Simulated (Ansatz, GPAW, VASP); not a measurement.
## SrO and the functional, program beside program

```cif
data_structure
_symmetry_space_group_name_H-M 'Fm-3m'
_symmetry_Int_Tables_number 225
_cell_length_a 5.1326
_cell_length_b 5.1326
_cell_length_c 5.1326
_cell_angle_alpha 90.000
_cell_angle_beta 90.000
_cell_angle_gamma 90.000
_cell_volume 135.21
loop_
_atom_site_label
_atom_site_type_symbol
_atom_site_symmetry_multiplicity
_atom_site_Wyckoff_symbol
_atom_site_fract_x
_atom_site_fract_y
_atom_site_fract_z
_atom_site_occupancy
Sr1 Sr 4 b 0.50000 0.00000 0.00000 1
O1 O 4 a 0.00000 0.00000 0.00000 1
```

Kept alike: task band structure; k mesh 9 × 9 × 9; occupations fermi-dirac, width 0.05 eV; no spin polarisation. The mesh is that of the run's cell of 2 atoms. No spin-orbit coupling.

- A: Ansatz, Ansatz PAW, made for PBE, cutoff 420 to 500 eV
- B: GPAW; PAW data sets generated for this functional (BLYP, PBEsol); the program's PAW data sets (release 1.2.1) made for this functional (LDA, RPBE, revPBE); GPAW PAW data sets (gpaw-data 1.2.1) (PBE, r2SCAN), cutoff 800 eV
- C: VASP; PBE PAW files O, Sr_sv, 520 eV (BLYP, PBE, PBEsol, RPBE, r2SCAN, revPBE); LDA PAW files O, Sr_sv, 520 eV (LDA)

| functional | A: pressure (GPa) | B: pressure (GPa) | C: pressure (GPa) |
| --- | --- | --- | --- |
| BLYP | 6.24 | 6.66 | 6.93 |
| LDA | -3.83 | -3.24 | -3.10 |
| PBE | 3.32 | 3.83 | 3.92 |
| PBEsol | -0.55 | 0.02 | 0.07 |
| RPBE | 6.39 | 6.90 | 7.01 |
| r2SCAN | 1.54 | 2.12 | 2.07 |
| revPBE | 5.59 | 6.09 | 6.20 |

Pressure is positive in compression; plane-wave values hold the error of the finite cutoff, which Ansatz corrects. Values on potentials made for another functional: some of A; some of B; some of C.

Problem. How large is the effect of the functional, and do the programs agree on it?

Solution. From LDA to RPBE the pressure moves by +10.22 in A, +10.14 in B, +10.11 in C (GPa). Row by row the programs differ by 0.58 to 0.73, and over this span the shifts, as printed, agree within about 1 %. Shifts from LDA: BLYP +10.07, +9.90, +10.03; PBE +7.15, +7.07, +7.02; PBEsol +3.28, +3.26, +3.17; RPBE +10.22, +10.14, +10.11; r2SCAN +5.37, +5.36, +5.17; revPBE +9.42, +9.33, +9.30; the programs' shifts differ by up to 0.20.
